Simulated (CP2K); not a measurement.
W under changes of volume

One of the cells (16.731 Å³/atom); the others are scaled copies at fixed shape and fractional positions:

```
W
1.0
     2.87085    0.00000    0.00000
     1.43543    2.48623    0.00000
     1.43543    0.82874    2.34404
W
1
Direct
  0.00000 0.00000 0.00000
```

This isn't the form of W at room conditions, which is bcc.

```yaml
Program: CP2K 2026.2
Functional: LDA
Potentials_or_basis: GTH_POTENTIALS W GTH-PADE-q14; TZVP-MOLOPT-PBE-GTH basis
Density_cutoff: 6123 eV
k_mesh: 11 × 11 × 11
Occupations: fermi-dirac, width 0.1 eV
Spin: no spin polarisation
```

| volume (Å³/atom) | energy over the lowest point (meV/atom) | pressure (GPa) |
| --- | --- | --- |
| 15.727 | 0.00 | -24.4 |
| 16.062 | 58.68 | -37.7 |
| 16.396 | 151.53 | -47.9 |
| 16.731 | 262.66 | -58.2 |
| 17.065 | 395.39 | -67.8 |
| 17.400 | 546.17 | -76.6 |
| 17.735 | ? | ? |

Question: What does the run at 17.735 Å³/atom give?

Answer: Energy over the lowest point 714.55 meV/atom; pressure -84.5 GPa.

Worked out: A Birch-Murnaghan fit of order 3 (a polynomial in V^(-2/3)) to the other rows has its minimum at 15.33 Å³/atom, just outside them, with B0 = V·E''(V) = 913 GPa and B' = 6.7. It gives 709.04 meV/atom at 17.735 Å³/atom, against the run's 714.55, and -dE/dV = -80.8 GPa, against -84.5.

Energies are extrapolated to zero smearing.

Caveats: the basis of atomic orbitals isn't converged, which shifts pressures, moduli and gaps; the real-space grid breaks the cell's symmetry a little (some runs).
